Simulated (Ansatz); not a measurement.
Ni

```xyz
2
Lattice="2.4480 0.0000 0.0000 -1.2240 2.1201 0.0000 0.0000 0.0000 4.0728" Properties=species:S:1:pos:R:3 pbc="T T T"
Ni    0.0000    1.4134    1.0182
Ni    1.2240    0.7067    3.0546
```

Atoms are numbered in the order listed.

The cell is the one relaxed in the Materials Project (mp-10257), not relaxed further here; entries there can be hypothetical.

Other magnetic orders may lie lower; this is the state that the run reached.

All numbers are computed: DFT, LDA, all-electron LAPW, scalar-relativistic (Ansatz 0.2.0); DFT, LDA, all-electron PAW with datasets made for the crystal, scalar-relativistic (Ansatz 0.2.0).

For LAPW: a Γ-centred 15×15×8 k mesh, Fermi–Dirac smearing of 0.08 eV, basis error target 1 meV/atom, spin-polarised from start moments Ni1 1.5, Ni2 1.5 μB. The crystal-made all-electron datasets (AE datasets) take a cutoff of 340 eV at this cell. The Ansatz runs share mesh, smearing and spin set-up. Values come from LAPW unless marked.

- Contact hyperfine fields (crystal-made datasets): Ni1 -8.6 T, core polarisation included, positive along the moment of the spin-up electrons
- Volume per atom: 71.3 bohr³

(1) Give the computed value. Moment of the cell.

(2) Band gap: what does the calculation give?

(3) Give the computed value. Density of states at the Fermi level (0.2 eV bin).

(4) Moments in the spheres: what does the calculation give?

(5) Give the computed value. Stress xx, yy, zz (compression positive).

(6) Predict this quantity. Pressure at this cell.

Answers

(1) 1.25 μB.

(2) none: bands cross the Fermi level, a metal.

(3) 4.23 states/eV per cell.

(4) Ni1 0.65 μB.

(5) -9.63, -9.63, -13.05 GPa.

(6) -10.77 GPa.
